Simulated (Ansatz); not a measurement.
`NBN` + `F[C](F)F`• → `N[B]N`• + trifluoromethane  (hydrogen abstraction from a B–H bond)

Program: Ansatz. Geometries: PBE0-D4/def2-TZVP. ΔE: electronic, gas phase. CBS: MP2 limit from def2 TZ/QZ plus the TZ coupled-cluster correction, frozen cores. This one scheme is used for every species. DFT in def2-TZVPP. B3LYP here is the variant with VWN-RPA as its local correlation; programs differ in this. HSE06 is defined as in plane-wave codes. Open shells (•) are unrestricted, without spin–orbit coupling. Each species was taken in one conformer, which may not be the lowest.

`NBN`:

Cartesian coordinates in Å:
```
N -0.768 0.602 -0.786
B -0.227 0.096 0.413
N 0.949 -0.678 0.456
H -0.368 0.456 -1.696
H -1.606 1.151 -0.798
H -0.794 0.335 1.443
H 1.320 -1.031 1.318
H 1.493 -0.931 -0.350
```

`F[C](F)F`•:

```xyz
4

F    -0.448    0.007   -1.173
C    -0.121    0.260    0.072
F     1.179    0.377    0.212
F    -0.611   -0.644    0.889
```

`N[B]N`•:

Z-matrix (Å, degrees):
```
N
B 1 1.398
H 1 1.010 2 124.1
H 1 1.003 2 122.3 3 180.0
N 2 1.398 1 127.6 3 0.0
H 5 1.003 2 122.3 1 -180.0
H 5 1.010 2 124.1 1 0.0
```

`FC(F)F`:

```xyz
5

F    -0.301    0.374   -1.221
C     0.036    0.042    0.024
F    -1.077   -0.084    0.743
F     0.656   -1.136   -0.006
H     0.686    0.804    0.459
```

```
             level  ΔE (kJ/mol)  difference from CCSD(T)/CBS
       LDA (SPW92)         -2.7                          0.5
            PBE-D4          1.5                          4.7
         revPBE-D4          1.5                          4.7
           BLYP-D4          7.5                         10.7
            B97M-V          1.3                          4.5
           PBE0-D4         -0.2                          3.0
          B3LYP-D4          5.3                          8.5
        r2SCANh-D4          1.4                          4.6
        r2SCAN0-D4          1.6                          4.8
          HSE06-D4         -0.3                          2.9
          BHLYP-D4          5.2                          8.4
      CAM-B3LYP-D4          5.9                          9.1
           ωB97X-V          7.5                         10.7
           ωB97M-V          3.8                          7.0
            B2PLYP          3.4                          6.6
          PBE-QIDH         -2.0                          1.2
               PBE          1.7                          4.9
            revPBE          2.7                          5.9
              BLYP          8.1                         11.3
            r2SCAN          1.3                          4.5
              PBE0          0.0                          3.2
             B3LYP          5.6                          8.8
           r2SCAN0          1.6                          4.8
             HSE06         -0.1                          3.1
             BHLYP          5.5                          8.7
         CAM-B3LYP          6.0                          9.2
           LC-ωPBE          2.9                          6.1
RPA@PBE/def2-TZVPP          0.7                          3.9
       HF/def2-SVP          0.7                          3.9
     CCSD/def2-SVP         -1.2                          2.0
  CCSD(T)/def2-SVP         -0.6                          2.6
     HF/def2-TZVPP          4.3                          7.5
    MP2/def2-TZVPP         -6.9                         -3.7
SCS-MP2/def2-TZVPP         -4.6                         -1.4
     HF/def2-QZVPP          5.0                          8.2
    MP2/def2-QZVPP         -7.3                         -4.1
SCS-MP2/def2-QZVPP         -5.1                         -1.9
      HF/CBS(def2)          5.1                          8.3
     MP2/CBS(def2)         -8.0                         -4.8
    CCSD/CBS(def2)         -3.3                         -0.1
       CCSD(T)/CBS         -3.2                            0
```

Largest T1 diagnostic among the species: 0.014.

In def2-TZVPP, CCSD(T) changes the Hartree–Fock value by −6.4 kJ/mol (the triples alone add +0.1 kJ/mol) and MP2 by −11.2 kJ/mol. Leaving LDA and LC-ωPBE aside and taking each functional with its dispersion term where it has one, the values spread over 9.5 kJ/mol, from PBE-QIDH to ωB97X-V. LDA lies −4.4 kJ/mol from PBE without D4.

CCSD(T)/CBS has its own doubt, a few kJ/mol and more with outer-core shells, so smaller differences from it don't rank the levels.
